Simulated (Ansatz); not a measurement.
Cubic perovskite CsPbI3 (cubic high-temperature phase), treated with PBEsol (PAW; Ansatz, a first-principles code).

Run with plane-wave cutoff 520 eV, 6×6×6 k mesh, Fermi–Dirac smearing 0.01 eV, scalar-relativistic PAW data made under PBE.

Results at a series of volumes:

```csv
V (Å³/atom),E − E_lowest (meV/atom)
45.845,10.70
46.821,4.56
47.796,1.09
48.771,0.00
49.747,1.02
50.722,3.93
51.698,8.52
```

**Question.** Estimate the bulk modulus and its pressure derivative from these points.

**Answer.** V0 = 48.769 Å³/atom, B0 = 17.4 GPa, B′ = 4.8 (fit to the energies at full precision).

Note: the relaxation could not lower the start's symmetry, so the cell can be a saddle point above a distorted one.

Spin–orbit coupling is not included; it can shift volumes and moduli of such heavy elements.

Static lattice: no zero-point or thermal effects.
